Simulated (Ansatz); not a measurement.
# Ga (omega type): the cost of one run

Method: DFT PBE, with the methods named in each step, in Ansatz 0.2.0.

1 further run of the same task is left out (it didn't finish).

## 1. The structure to begin with

The structure is hexagonal, space group P6/mmm (No. 191). Conventional cell: a = 4.735 Å, b = 4.735 Å, c = 2.936 Å, α = 90.00°, β = 90.00°, γ = 120.00°. Around Ga (site symmetry 6/mmm) lie 14 Ga at 2.94 to 3.10 Å. Ga (site symmetry -6m2) is surrounded by 11 Ga at 2.73 to 3.10 Å.

Structure file:

```cif
data_structure
_symmetry_space_group_name_H-M 'P6/mmm'
_symmetry_Int_Tables_number 191
_cell_length_a 4.7350
_cell_length_b 4.7350
_cell_length_c 2.9357
_cell_angle_alpha 90.000
_cell_angle_beta 90.000
_cell_angle_gamma 120.000
_cell_volume 57.00
loop_
_atom_site_label
_atom_site_type_symbol
_atom_site_symmetry_multiplicity
_atom_site_Wyckoff_symbol
_atom_site_fract_x
_atom_site_fract_y
_atom_site_fract_z
_atom_site_occupancy
Ga1 Ga 1 a 0.00000 0.00000 0.00000 1
Ga2 Ga 2 d 0.33333 0.66667 0.50000 1
```

The file gives the conventional cell by its symmetry; the runs use the cell typed in the input.

Whether this phase is the stable one at these pressures isn't tested.

Atoms are numbered in the order of the input: Ga1, Ga2, Ga3.

## 2. Cell relaxed at zero pressure, PAW

input.yaml reads:

```yaml
crystal:
  lattice:
    - [4.7349730502, 0.0, 0.0]
    - [-2.3674865251, 4.1006069477, 0.0]
    - [0.0, 0.0, 2.9356832911]
  atoms:
    - { symbol: Ga, position: [0.0, 0.0, 0.0] }
    - { symbol: Ga, position: [0.3333333333, 0.6666666667, 0.5] }
    - { symbol: Ga, position: [0.6666666667, 0.3333333333, 0.5] }
kpoints:
  mp_grid: { grid: [8, 8, 10] }
scf:
  occupations: { method: fermi_dirac, width: 0.05 }
hamiltonian:
  xc: pbe
  pseudopotentials: { kind: paw }
output:
  forces: true
  stress: true
relax:
  f_tol: 0.005
  max_steps: 40
  cell: {}
```

On the command line:

```console
$ ansatz run input.yaml --threads 1 --pin off --max-ram 3072MiB --backend cpu --events-out ev --progress --plain --runs-dir out
```

**Question.** How long does this run take on 1 thread of Arm Neoverse N1, shared host, and how much memory does it need?

About 41 s, with a peak of 0.36 GiB.
